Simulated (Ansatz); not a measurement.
Te₄Pt₃: a prediction, then the measurements

The calculation used DFT r2SCAN, scalar-relativistic, plane waves, PAW (Ansatz 0.2.0).

Cutoff 500 eV; k points 12×12×12 on the computed 7-atom cell (Γ-centred); Gaussian smearing, width 0.10 eV; no spin polarisation.

Relaxed structure, symmetry kept:

```yaml
crystal:
  lattice:
    - [2.00318, 1.15654, 12.33024]
    - [-2.00318, 1.15654, 12.33024]
    - [0.00000, -2.31308, 12.33024]
  atoms:
    - { symbol: Te, position: [0.44713, 0.44713, 0.44713] }
    - { symbol: Te, position: [0.55287, 0.55287, 0.55287] }
    - { symbol: Te, position: [0.29594, 0.29594, 0.29594] }
    - { symbol: Te, position: [0.70406, 0.70406, 0.70406] }
    - { symbol: Pt, position: [0.00000, 0.00000, 0.00000] }
    - { symbol: Pt, position: [0.14671, 0.14671, 0.14671] }
    - { symbol: Pt, position: [0.85329, 0.85329, 0.85329] }
```

- Space group: R-3m (No. 166)
- Volume per atom: 24.49 Å³
- Formation energy from the elements' standard states (uncorrected): -0.414 eV/atom
- Generalised Kohn–Sham band gap: none (metal)
- Density of states at the Fermi level: 2.18 states/eV per cell
- Löwdin character within 0.5 eV of the Fermi level: Te 5p 65 %, Pt 5d 25 %, unprojected 5 %
- Bader charges (e): Te (2 in the cell) 0.36, Te (2 in the cell) 0.23, Pt (1 in the cell) -0.44, Pt (2 in the cell) -0.37

Spin-orbit coupling is left out, which matters for the bands of heavy elements.

**Measured values to compare with.**

“Unveiling the Mechanisms Ruling the Efficient Hydrogen Evolution Reaction with Mitrofanovite Pt3Te4”, 2021, pmc:8436201 reports, for a bulk crystal of Te4Pt3: lattice constant a 3.99 Å; lattice constant c 35.4 Å.

Measured lattice constant a of Te4Pt3: 3.99 Å (the paper above). This calculation gives 4.006 Å (+0.4 %). The measured value has few digits, which limits the comparison. A measured lattice constant c of Te4Pt3 is 35.4 Å (the paper above); the calculated 36.991 Å misses it by +4.5 %. The calculation is for 0 K without zero-point motion.

Cost: 1 run of about 13 core-minutes, on Intel Xeon Platinum 8375C (Ice Lake) (shared hosts).